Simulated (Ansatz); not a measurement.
## MgO in Ansatz: the effect of functional

MgO:

```
Mg O
1.0
     3.37266    0.00000    0.00000
    -1.68633    2.92081    0.00000
     0.00000    0.00000    5.08061
Mg O
2 2
Direct
  0.66667 0.33333 0.50216
  0.33333 0.66667 0.00216
  0.66667 0.33333 0.90244
  0.33333 0.66667 0.40244
```

Measurements of this composition are mostly on another form, of space group No. 225.

The cell isn't the ideal one: volume scaled by 1.06.

Alike in all runs:

```yaml
Program: Ansatz 0.2.0
Task: single point
Potentials_or_basis: Ansatz PAW
k_mesh: 9 × 9 × 6
Occupations: fermi-dirac, width 0.05 eV
Spin: no spin polarisation
```

```csv
functional,cutoff,gap on the mesh (eV),pressure (GPa),largest force (eV/Å)
LDA,420 eV (not typed: the program's choice for these potentials),?,?,?
PBEsol,420 eV (not typed: the program's choice for these potentials),3.04,-6.0,0.06
r2SCAN,500 eV (not typed: the program's choice for these potentials),3.82,-7.0,0.08
```

What does the run with functional LDA give?

gap on the mesh 3.05 eV; pressure -10.1 GPa; largest force 0.09 eV/Å.

Caveats: odd divisions of the mesh miss points on the zone boundary, where band edges often lie, so the gap on the mesh can be too wide; the PAW data sets come from PBE, with cores solved anew for the run's functional, which leaves a small shift of forces and pressure.

A k mesh can miss the band edges.
